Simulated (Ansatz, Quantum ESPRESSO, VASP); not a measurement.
## Ni: 8 runs at one level of theory

```xyz
1
Lattice="0.0000 1.7376 1.7376 1.7376 0.0000 1.7376 1.7376 1.7376 0.0000" Properties=species:S:1:pos:R:3 pbc="T T T"
Ni    0.0000    0.0000    0.0000
```

Alike in all runs: task band structure; functional PBE; k mesh 13 × 13 × 13; occupations fermi-dirac, width 0.05 eV; collinear spin, ferromagnetic start; no spin-orbit coupling. Pressure is positive in compression and, in plane waves, holds the error of the finite cutoff, which Ansatz's Pulay term estimates and takes out.

```json
{"program and potentials": "Ansatz, Ansatz PAW", "plane-wave cutoff (eV)": "420", "notes": "18 valence electrons an atom on average; Pulay term of +0.06 GPa included", "pressure (GPa)": "8.09", "net moment per atom (μB)": "0.63"}
{"program and potentials": "Ansatz, all-electron LAPW, scalar-relativistic", "plane-wave cutoff (eV)": "-", "notes": "-", "pressure (GPa)": "8.06", "net moment per atom (μB)": "0.63"}
{"program and potentials": "VASP, PBE PAW files Ni, 500 eV", "plane-wave cutoff (eV)": "500", "notes": "10 valence electrons an atom on average", "pressure (GPa)": "7.97", "net moment per atom (μB)": "0.62"}
{"program and potentials": "VASP, PBE PAW files Ni, release 54, 520 eV", "plane-wave cutoff (eV)": "520", "notes": "10 valence electrons an atom on average", "pressure (GPa)": "7.95", "net moment per atom (μB)": "0.62"}
{"program and potentials": "Quantum ESPRESSO, PseudoDojo 0.4.1 SR PBE standard", "plane-wave cutoff (eV)": "1333", "notes": "18 valence electrons an atom on average", "pressure (GPa)": "8.27", "net moment per atom (μB)": "0.63"}
{"program and potentials": "VASP, PBE PAW files Ni_GW, 550 eV", "plane-wave cutoff (eV)": "550", "notes": "10 valence electrons an atom on average", "pressure (GPa)": "6.87", "net moment per atom (μB)": "0.63"}
{"program and potentials": "VASP, PBE PAW files Ni_sv_GW, 600 eV", "plane-wave cutoff (eV)": "600", "notes": "18 valence electrons an atom on average", "pressure (GPa)": "4.33", "net moment per atom (μB)": "0.63"}
{"program and potentials": "VASP, PBE PAW files Ni_pv, 520 eV", "plane-wave cutoff (eV)": "520", "notes": "16 valence electrons an atom on average", "pressure (GPa)": "5.76", "net moment per atom (μB)": "0.63"}
```

The pressure spans 4.33 (VASP, PBE PAW files Ni_sv_GW, 600 eV) to 8.27 GPa (Quantum ESPRESSO, PseudoDojo 0.4.1 SR PBE standard), with all-electron results at 8.06. The net moment per atom spans 0.62 (VASP, PBE PAW files Ni, 500 eV) to 0.63 μB (Quantum ESPRESSO, PseudoDojo 0.4.1 SR PBE standard), with all-electron results at 0.63. The state is the one that the start led to, which needn't be the lowest.

The functional is the same throughout but for its coding, so the spread measures potentials, basis and numerics; runs on potential files found faulty are left out.

All eight runs put this nickel cell under compression, so its volume lies below the PBE equilibrium, but they agree far better on the magnetism than on the size of the pressure. The moment is robust because nickel is a strong itinerant ferromagnet: the majority 3d band is nearly full, and the moment follows mainly from the holes in the minority band, which small differences in the potentials barely alter.

The low pressures from Ni_GW, Ni_pv and Ni_sv_GW probably reflect harder potentials whose plane-wave basis is less complete at the chosen cutoff. With a fixed set of plane waves, compression raises the effective cutoff and lowers the energy, which offsets part of the true pressure. Semicore treatment alone doesn't explain the spread, since both 10- and 18-electron descriptions come close to the all-electron 8.06 GPa, while Ni_GW falls short with only 10. The lower values are therefore no evidence of a softer metal, and a single volume fixes neither the equilibrium lattice constant nor the bulk modulus.
